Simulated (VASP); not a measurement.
**W8S15 (a cell with a defect): single point with PBEsol**

W8S15 (a cell with a defect):

```
W S
1.0
     6.30640    0.00000    0.00000
    -3.15320    5.46150    0.00000
     0.00000    0.00000   12.32300
W S
8 15
Direct
  0.16667 0.33333 0.25000
  0.16667 0.83333 0.25000
  0.66667 0.33333 0.25000
  0.66667 0.83333 0.25000
  0.33333 0.16667 0.75000
  0.33333 0.66667 0.75000
  0.83333 0.16667 0.75000
  0.83333 0.66667 0.75000
  0.16667 0.83333 0.62250
  0.66667 0.33333 0.62250
  0.66667 0.83333 0.62250
  0.33333 0.16667 0.12250
  0.33333 0.66667 0.12250
  0.83333 0.16667 0.12250
  0.83333 0.66667 0.12250
  0.16667 0.33333 0.87750
  0.16667 0.83333 0.87750
  0.66667 0.33333 0.87750
  0.66667 0.83333 0.87750
  0.33333 0.16667 0.37750
  0.33333 0.66667 0.37750
  0.83333 0.16667 0.37750
  0.83333 0.66667 0.37750
```

```
Program             : VASP 6.6.1
Task                : single point
Functional          : PBEsol
Potentials or basis : VASP PAW PBE potentials, release 64 (W_sv, S)
Cutoff              : 350 eV
k mesh              : 3 × 3 × 2
Occupations         : gaussian, width 0.03 eV
Spin                : collinear spin, ferromagnetic start
Starting moments    : [0.0, 0.0, 0.0, 0.0, 1.0, 1.0, 1.0, 0.0, 0.0, 0.0, 0.0, 0.0, 0.0, 0.0, 0.0, 0.0, 0.0, 0.0, 0.0, 0.0, 0.0, 0.0, 0.0] μB
Fixed moment        : 3 μB
```

```
Largest force                                         : 0.684 eV/Å
Net moment                                            : 3.00 μB per cell
Site moments                                          : W +0.07, +0.05, +0.55, -0.00; S +0.03, +0.01, +0.00, +0.02 μB
Valence electrons inside the program's atomic spheres : W 12.10, 12.03, 12.08; S 3.71, 3.70
```

Forces on the atoms (eV/Å):
```
W    0.000  0.000 -0.087
W   -0.006 -0.003 -0.006
W    0.000  0.006 -0.006
W    0.006 -0.003 -0.006
W   -0.098  0.057  0.446
W    0.000 -0.113  0.446
W    0.098  0.057  0.446
W    0.000  0.000  0.059
S    0.013  0.008  0.005
S    0.000 -0.015  0.005
S   -0.013  0.008  0.005
S    0.016 -0.009  0.097
S    0.000  0.018  0.097
S   -0.016 -0.009  0.097
S    0.000  0.000  0.115
S    0.000  0.000 -0.684
S    0.111  0.064 -0.235
S    0.000 -0.128 -0.235
S   -0.111  0.064 -0.235
S    0.027 -0.015 -0.087
S    0.000  0.031 -0.087
S   -0.027 -0.015 -0.087
S    0.000  0.000 -0.063
```

Wall time 10 min on 1 thread of Intel(R) Xeon(R) Platinum 8488C (Sapphire Rapids), with other jobs on the host, peak memory 0.55 GiB.

Caveat: the k mesh is coarse (spacing up to 0.38 Å⁻¹), so the values aren't converged; the cell is charged against a uniform background, so pressure and absolute levels hang on convention; the PAW data sets were made with another functional, which shifts forces and pressure a little; the total moment is fixed, so each spin has its own Fermi level. Spin-orbit coupling is left out, which matters for the levels of W.
